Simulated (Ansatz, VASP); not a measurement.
Two plane-wave programs on PtS2

```
Pt S
1.0
     1.73914    1.00409    5.09587
    -1.73914    1.00409    5.09587
     0.00000   -2.00819    5.09587
Pt S
1 2
Cartesian
  0.0000 0.0000 -0.0401
  0.0000 0.0000 6.5064
  0.0000 0.0000 3.7255
```

The cell was built by a generator and needn't be a form met in nature.

Alike in both runs: task single point; functional PBE; k mesh 6 × 6 × 6; occupations fermi-dirac, width 0.02 eV; no spin polarisation.

```csv
,VASP,Ansatz
version,VASP 6.6.1,Ansatz 0.2.0
potentials or method,"VASP PAW PBE potentials, release 64 (Pt, S)","plane waves, PAW"
plane-wave cutoff (eV),520,420
valence electrons in the cell,22,30
```

|  | VASP | Ansatz | Ansatz less VASP |
| --- | --- | --- | --- |
| pressure (GPa) | 3.0 | 3.3 | +0.36 |
| largest component of the traceless stress (GPa) | 0.74 | 0.72 | -0.018 |
| rms of the force components (eV/Å) | 0.085 | 0.105 | +0.0206 |

Atom by atom the forces differ by 0.021 eV/Å (rms over components). The two sets of potentials don't hold the same shells in valence.

The runs have no spin-orbit coupling, so splittings on Pt are missing.
